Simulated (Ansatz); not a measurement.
Stress against strain in Ti

```
CELL_PARAMETERS angstrom
-1.64100 1.64100 1.64100
1.64100 -1.64100 1.64100
1.64100 1.64100 -1.64100
ATOMIC_POSITIONS crystal
Ti 0.00000 0.00000 0.00000
```

Structure: COD 9012924, as refined from experiment and not relaxed.

Method: Ansatz 0.2.0, DFT, PBE, all-electron LAPW, scalar-relativistic.

Numerical set-up: a Γ-centred 14×14×14 k mesh, Fermi–Dirac smearing of 0.05 eV, basis error target 0.25 meV/atom, no spin polarisation.

The strain is applied along the Cartesian axes of the cell as listed (the other components stay zero). Fractional coordinates are held (clamped ions).

σ is the change of stress from the unstrained cell, which is at -2.40 GPa; tension is positive, so slopes are stress–strain coefficients at that pressure. In a metal the k mesh adds noise.

Only quantities that a quadratic follows smoothly over the whole series are listed; rougher ones are left out.

| εxx = εyy | σzz (GPa) | σxx (GPa) |
| --- | --- | --- |
| -0.0300 | -7.07 | -6.42 |
| -0.0100 | -2.22 | -1.94 |
| 0.0000 | 0.00 | 0.00 |
| 0.0100 | 2.10 | 1.78 |
| 0.0200 | 4.03 | 3.42 |
| 0.0300 | 5.82 | 4.92 |

**Question.** Fit the series and read off the stiffness at zero strain.

**Answer.** Least-squares fits y = p0 + p1 x + p2 x² to the rows give σzz (GPa): p1 = 215, p2 = -700; σxx (GPa): p1 = 189, p2 = -840. So 2 C12 = 215 GPa and C11 + C12 = 189 GPa.

**Question.** One run, at εxx = εyy = -0.0200, is withheld. Predict its row.

**Answer.** The fits give -4.57, -4.11; the run gave -4.55, -4.09.
